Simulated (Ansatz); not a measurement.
**CdF$_{2}$: do energies and stresses tell the same story?**

The calculation used DFT PBE+D3(BJ), scalar-relativistic, plane waves, PAW (Ansatz 0.2.0).

Plane waves to 420 eV, a k mesh through Γ of 8×8×8 on the computed 3-atom cell and Gaussian smearing (0.02 eV); no spin polarisation.

Relaxed cell: Fm-3m, a = 5.444 Å, b = 5.444 Å, c = 5.444 Å, α = 90.00°, β = 90.00°, γ = 90.00°, 3 atoms in the primitive cell.

Energies at zero smearing and pressures from the stress tensor, at volumes with shape and atoms relaxed:
```
V (Å³/atom) E − E(first) (meV/atom) P (GPa)
     11.835                     0.00    17.22
     12.239                   -36.24    11.73
     12.642                   -59.89     7.14
     13.045                   -72.76     3.28
     13.449                   -76.89     0.04
     13.852                   -73.44    -2.69
     14.256                   -63.74    -4.98
     14.794                   -42.64    -7.48
```

Question: Check P = −dE/dV between neighbouring volumes, and get the bulk modulus from the pressures alone.

Answer: With 1 eV/Å³ = 160.2 GPa:
```json
{"middle V (Å³/atom)": "12.037", "−ΔE/ΔV (GPa)": "14.392", "mean P (GPa)": "14.477"}
{"middle V (Å³/atom)": "12.440", "−ΔE/ΔV (GPa)": "9.392", "mean P (GPa)": "9.436"}
{"middle V (Å³/atom)": "12.844", "−ΔE/ΔV (GPa)": "5.107", "mean P (GPa)": "5.209"}
{"middle V (Å³/atom)": "13.247", "−ΔE/ΔV (GPa)": "1.642", "mean P (GPa)": "1.660"}
{"middle V (Å³/atom)": "13.651", "−ΔE/ΔV (GPa)": "-1.370", "mean P (GPa)": "-1.324"}
{"middle V (Å³/atom)": "14.054", "−ΔE/ΔV (GPa)": "-3.852", "mean P (GPa)": "-3.834"}
{"middle V (Å³/atom)": "14.525", "−ΔE/ΔV (GPa)": "-6.286", "mean P (GPa)": "-6.229"}
```

The two differ by 0.10 GPa at most. The mean of two end pressures misses the average over a step by about ΔV² P″/12, up to 0.08 GPa here; with that taken off 0.05 GPa remains, from the finite cutoff, the mesh or the relaxation's tolerance. Around V = 13.449 Å³/atom, the two neighbours give B = −V ΔP/ΔV = 13.449 × 5.97 / 0.807 = 99.5 GPa, against B0 = 98.7 GPa from the Birch–Murnaghan fit of the energies.